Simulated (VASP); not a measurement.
# Sb: restarted molecular dynamics, 2 variants

Sb, Fm-3m (no. 225), 12 atoms in the cell. PBE, molecular dynamics; PAW potentials Sb (PBE set).

| Restart from | Temperature at the end (K) | The same without a restart (K) | Potential energy at the end (eV/atom) | The same without a restart (eV/atom) | Electronic steps in the first step after the restart | Time (s) |
|---|---|---|---|---|---|---|
| CONTCAR with velocities, WAVECAR read | 381.0 | 381.0 | -3.73613 | -3.73614 | 4 | 227 |
| CONTCAR with velocities, no WAVECAR | 381.0 | 381.0 | -3.73613 | -3.73614 | 13 | 237 |

Limits: 240 fs of 12 atoms are too short for converged averages; the cell is only 5.5 Å across, so each atom moves in step with near copies of itself.

## Input of the first row

INCAR.step1:
```
SYSTEM = Sb
GGA = PE
PREC = Normal
ENCUT = 200
EDIFF = 1E-6
NELMIN = 4
NELM = 60
ALGO = Fast
LREAL = Auto
LASPH = .TRUE.
ISMEAR = -1
SIGMA = 0.05
ISYM = 0
LWAVE = .TRUE.
LCHARG = .FALSE.
IBRION = 0
NSW = 30
POTIM = 4.0
TEBEG = 600
ISIF = 2
RANDOM_SEED = 829837 0 0
MDALGO = 4
NHC_NCHAINS = 3
NHC_PERIOD = 30
KPAR = 2
```

INCAR.step2, as INCAR.step1 but for:
```
- LWAVE = .TRUE.
+ LWAVE = .FALSE.
```

KPOINTS:
```
k-points
0
Monkhorst-Pack
  2 2 2
```

POSCAR.step1:
```
Sb
1.0
    0.0000000000      4.7424850432      4.7424850432
    4.7424850432      0.0000000000      4.7424850432
    7.1137275648      7.1137275648      0.0000000000
Sb
12
Direct
    0.0000000000      0.0000000000      0.0000000000
    0.0000000000      0.0000000000      0.3333333333
    0.0000000000      0.0000000000      0.6666666667
    0.0000000000      0.5000000000      0.0000000000
    0.0000000000      0.5000000000      0.3333333333
    0.0000000000      0.5000000000      0.6666666667
    0.5000000000      0.0000000000      0.0000000000
    0.5000000000      0.0000000000      0.3333333333
    0.5000000000      0.0000000000      0.6666666667
    0.5000000000      0.5000000000      0.0000000000
    0.5000000000      0.5000000000      0.3333333333
    0.5000000000      0.5000000000      0.6666666667
```

Commands (each step's output is kept before the next begins):
```
cat potpaw_PBE.64/Sb/POTCAR > POTCAR
cp INCAR.step1 INCAR
cp POSCAR.step1 POSCAR
mpirun -np 2 vasp_std > vasp.out
cp CONTCAR POSCAR
cp INCAR.step2 INCAR
mpirun -np 2 vasp_std > vasp.out
```

Changes of the last row against the first:
```
(step 1)
- LWAVE = True
+ LWAVE = False
```

VASP 6.6.1 took 227 s on 2 cores (Intel Xeon Platinum 8375C @ 2.90GHz (Ice Lake)), a shared host.
